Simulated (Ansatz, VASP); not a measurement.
# One calculation of Pt3Se2, two programs

Contents of INCAR:

```
SYSTEM = Pt3Se2
ALGO = Normal
EDIFF = 1E-6
ENCUT = 520
GGA = PE
ISIF = 2
ISMEAR = 0
LASPH = .TRUE.
LCHARG = .FALSE.
LREAL = .FALSE.
LWAVE = .FALSE.
NBANDS = 29
NELM = 80
PREC = Accurate
SIGMA = 0.1
```

Contents of KPOINTS:

```
k-points
0
G
  4 4 4
  0 0 0
```

Contents of POSCAR:

```
Pt3Se2
1.0
    4.5378076500      0.0000000000      0.0000000000
    0.0000000000      4.5378076500      0.0000000000
    0.0000000000      0.0000000000      5.6034919800
Pt Se
3 2
Direct
    0.0000000000      0.0000000000      0.5000000000
    0.0000000000      0.5000000000      0.0000000000
    0.5000000000      0.0000000000      0.0000000000
    0.0000000000      0.5000000000      0.5000000000
    0.5000000000      0.0000000000      0.5000000000
```

Input for Ansatz:

```yaml
crystal:
  lattice:
    - [4.53780765, 0.0, 0.0]
    - [0.0, 4.53780765, 0.0]
    - [0.0, 0.0, 5.60349198]
  atoms:
    - { symbol: Pt, position: [0.0, 0.0, 0.5] }
    - { symbol: Pt, position: [0.0, 0.5, 0.0] }
    - { symbol: Pt, position: [0.5, 0.0, 0.0] }
    - { symbol: Se, position: [0.0, 0.5, 0.5] }
    - { symbol: Se, position: [0.5, 0.0, 0.5] }
basis:
  ecutwfc: 420
kpoints:
  mp_grid: { grid: [4, 4, 4] }
hamiltonian:
  xc: pbe
scf:
  occupations: { method: gaussian, width: 0.1 }
  lower_state_search: "off"
output:
  forces: true
  stress: true
  eigenvalues: true
```

Alike in both runs: task single point; functional PBE; k mesh 4 × 4 × 4; occupations gaussian, width 0.1 eV; no spin polarisation.

```csv
,VASP,Ansatz
version,VASP 6.6.1,Ansatz 0.2.0
potentials or method,"VASP PAW PBE potentials, release 64 (Pt, Se)","scalar-relativistic, plane waves, PAW"
plane-wave cutoff (eV),520,420
valence electrons in the cell,42,86
```

VASP gave:

```
gap on the k mesh at the Fermi level (eV)       : none
pressure (GPa)                                  : 1.3
largest component of the traceless stress (GPa) : 21.50
```

**Question.** Which values does Ansatz return?

**Answer.** gap on the k mesh at the Fermi level (eV): none; pressure (GPa): 1.2; largest component of the traceless stress (GPa): 21.45.

A gap of «none» marks a metal or a gap that the smearing closes. The two sets of potentials don't hold the same shells in valence.

The runs have no spin-orbit coupling, so splittings on Pt are missing.
